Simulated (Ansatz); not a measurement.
**Relaxing Ru**

All numbers below come from Ansatz 0.2.0, DFT PBE, scalar-relativistic, plane waves, PAW.

Ru was placed on the sites of a reported O cell (R-3m, No. 166), at a guessed volume.

The final relaxation ran on this input, with the default PAW datasets:

```yaml
crystal:
  lattice:
    - [1.3530575352, 0.7811881322, 4.59795653]
    - [-1.3530575352, 0.7811881322, 4.59795653]
    - [0.0, -1.5623762643, 4.59795653]
  atoms:
    - { symbol: Ru, position: [0.0910376806, 0.0910376806, 0.0910376806] }
    - { symbol: Ru, position: [0.9089623194, 0.9089623194, 0.9089623194] }
basis:
  ecutwfc: 420
kpoints:
  mp_grid: { grid: [24, 24, 24] }
hamiltonian:
  xc: pbe
scf:
  occupations: { method: gaussian, width: 0.1 }
output:
  forces: true
  stress: true
  eigenvalues: true
relax:
  adjacent_minimum: "off"
  f_tol: 0.01
  max_steps: 80
  cell: { stress_tol: 0.05 }
```

It can be run as:

```bash
ansatz run input.yaml --threads 1 --pin off --backend cpu --events-out ev --progress --plain --runs-dir out  # memory cap (--max-ram) not shown
```

End of the output:

```
SCF converged after 7 iterations
Free energy (F): -11756.472951 eV
Harris-Foulkes:  -11756.472951 eV  (|F-HF|=3.64e-12)
Internal energy: -11756.457834 eV  (E = F + TS)
E sigma→0 (E₀):  -11756.465393 eV
Entropy (-TS):   -0.015117 eV (-7.558 meV/atom)
Fermi energy:    21.528449 eV
--- Per-component energies (eV) ---
  E_band       = -163.086620
  E_kinetic    = 1028.490278
  E_local      = -2777.416541  (includes V_loc(G=0)·N_el)
  E_nonlocal   = 687.686892
  E_hartree    = 909.913103
  E_xc         = -380.267647
  E_vxc        = -477.310420  (∫ρ·V_xc dr)
  E_paw        = -6922.108628  (= ΣΔE_a)
  E_vpaw       = -444.362680  (= ΣTr[D̂ρ^β])
  E_aug_tail   = -0.000355  (compensation charges beyond the density's cutoff)
  E_ewald      = -4302.754936
  E_smearing   = -0.015117  (= −TS)
  E_closure    = 0.000000  (closes the sum)
  Σ components = -11756.472951   (vs F -11756.472951, Δ=0.00e0)
--- Forces (eV/Å), atoms counted from 1 ---
  atom   1  Ru     0.00000000     0.00000000     0.00015954
  atom   2  Ru     0.00000000     0.00000000    -0.00015954
  max |Σ_I F_I| component: 9.25e-18 eV/Å
--- Stress (GPa, compression-positive) ---
       -0.010246       0.000000       0.000000
        0.000000      -0.010246       0.000000
        0.000000       0.000000      -0.028266
  P = ⅓ Tr σ = -0.0163 GPa (-0.163 kbar)
--- Relaxed structure (5 steps of the walk, 5 accepted, 1 SCFs on fresh bases) ---
  F+E_penalty+E_count = -11756.47295084 eV   max|allowed force component| = 1.595e-4 eV/Å   (the final SCF, on the basis selected at the relaxed cell)
  cell:  # Å, volume = 29.1904 Å³
    - [1.352188, 0.780686, 4.608672]
    - [-1.352188, 0.780686, 4.608672]
    - [0.000000, -1.561372, 4.608672]
  atoms:
    - { symbol: Ru, position: [0.091696, 0.091696, 0.091696] }
    - { symbol: Ru, position: [0.908304, 0.908304, 0.908304] }
```

Total energies depend on the potentials used, so only differences within one code and one set of settings carry meaning.

The result has space group R-3m (No. 166). Ru is coordinated by 10 Ru at 2.54–2.70 Å.

It lies 0.46 eV/atom above the element's standard state at the same level.

For metals, differences of a few meV/atom aren't resolved.

A structure relaxed within its symmetry needn't be a true minimum.